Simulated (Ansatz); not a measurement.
Computed map of one atom of the cell: ZnTe (zinc blende)

Starting cell, ZnTe (zinc blende):

```
CELL_PARAMETERS angstrom
      0.00000     6.17910     6.17910
      3.08955     0.00000     3.08955
      3.08955     3.08955     0.00000
ATOMIC_POSITIONS crystal
  Te 0.37500 0.75000 0.75000
  Te 0.87500 0.75000 0.75000
  Zn 0.00000 0.00000 0.00000
  Zn 0.50000 0.00000 0.00000
```

Two-dimensional scan of atom 1 (Te, nearest neighbour Zn at 2.676 Å; its periodic images, 4.4 Å or more away, move with it): u runs along (0.707, 0.707, 0.000), v along (0.000, 0.000, 1.000) (Cartesian). Cell and other atoms are fixed.

Level of theory: PBE (plane waves to 420 eV, PAW, scalar-relativistic; Ansatz, a quantum-chemistry and plane-wave program). k mesh 4×8×8 (Γ-centred), Fermi-Dirac smearing 0.05 eV. The energy includes the smearing's −TS. Stress and pressure are positive under compression. Points where atoms come too close for the PAW data are left out (x in tables, blank in figures). Spin-orbit coupling is left out, though Te is heavy. ZnTe was relaxed with its symmetry unable to fall. The zero of ΔE is the undisplaced structure. Axes are in Å.

ΔE (eV/cell), with u across and v down:

```csv
v \ u,-0.670,-0.335,0.000,0.335,0.670
-0.670,0.894,1.066,1.155,1.066,0.894
-0.335,0.645,0.373,0.307,0.373,0.645
0.000,1.356,0.295,0.000,0.295,1.356
0.335,x,1.000,0.303,1.000,x
0.670,x,2.500,1.142,2.500,x
```

P (GPa), with u across and v down:

```tsv
v \ u	-0.670	-0.335	0.000	0.335	0.670
-0.670	2.7	3.4	3.7	3.4	2.7
-0.335	2.0	1.2	1.0	1.2	2.0
0.000	4.6	1.0	0.0	1.0	4.6
0.335	x	3.4	1.0	3.4	x
0.670	x	8.1	3.8	8.1	x
```

Read from the data:

Lowest place on the grid: u = 0.000 Å, v = 0.000 Å (0 meV/cell).

The 25 points together took roughly 25 core-minutes.

(A displaced cell: forces are minus the slopes of the energy, force constants its curvatures, and phonons follow from these.)
